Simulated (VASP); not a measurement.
# Bi: molecular dynamics with a monitored distance, by stops when the distance exceeds

Bi, R-3m (no. 166), 12 atoms in the cell. PBE, molecular dynamics; PAW potentials Bi (PBE set).

| Stops when the distance exceeds (Å) | Largest distance met (Å) | Steps run | Mean temperature (K) | Time (s) |
|---|---|---|---|---|
| 3.248 | 3.149 | 80 | 730 | 371 |
| 4.902 | 3.149 | 80 | 730 | 373 |

Limits: 320 fs of 12 atoms are too short for converged averages; the distance is that to the nearest periodic copy, which so small a cell caps; the cell is only 4.5 Å across, so each atom moves in step with near copies of itself.

## Input of the first row

INCAR:
```
SYSTEM = Bi
ALGO = Fast
ANDERSEN_PROB = 0.05
EDIFF = 1E-5
ENCUT = 200
GGA = PE
IBRION = 0
ISIF = 2
ISMEAR = -1
ISYM = 0
KPAR = 2
LASPH = .True.
LCHARG = .False.
LREAL = Auto
LWAVE = .False.
MDALGO = 1
NELM = 60
NELMIN = 4
NSW = 80
POTIM = 4.0
PREC = Normal
RANDOM_SEED = 467753 0 0
SIGMA = 0.05
TEBEG = 1000
TEEND = 1000
VALUE_MAX = 3.248
VALUE_MIN = 1.532
```

KPOINTS:
```
k-points
0
Gamma
  3 2 1
```

ICONST:
```
R 1 4 7
```

POSCAR:
```
Bi
1.0
    4.5350000000      0.0000000000      0.0000000000
    0.0000000000      7.8548504124      0.0000000000
    0.0000000000      0.0000000000     11.8140000000
Bi
12
Direct
    0.0000000000      0.0000000000      0.7660000000
    0.5000000000      0.5000000000      0.7660000000
    0.0000000000      0.3333333334      0.9006666667
    0.4999999999      0.8333333334      0.9006666667
    0.5000000000      0.1666666666      0.0993333333
    0.0000000001      0.6666666666      0.0993333333
    0.0000000000      0.0000000000      0.2340000000
    0.5000000000      0.5000000000      0.2340000000
    0.0000000000      0.3333333334      0.4326666667
    0.4999999999      0.8333333334      0.4326666667
    0.5000000000      0.1666666666      0.5673333333
    0.0000000001      0.6666666666      0.5673333333
```

Commands:
```
cat potpaw_PBE.64/Bi/POTCAR > POTCAR
mpirun -np 2 vasp_std > vasp.out
```

Changes of the last row against the first:
```
- VALUE_MAX = 3.248
+ VALUE_MAX = 4.902
```

VASP 6.6.1 took 371 s on 2 cores (AMD EPYC 9R14 (Zen 4)), a shared host.
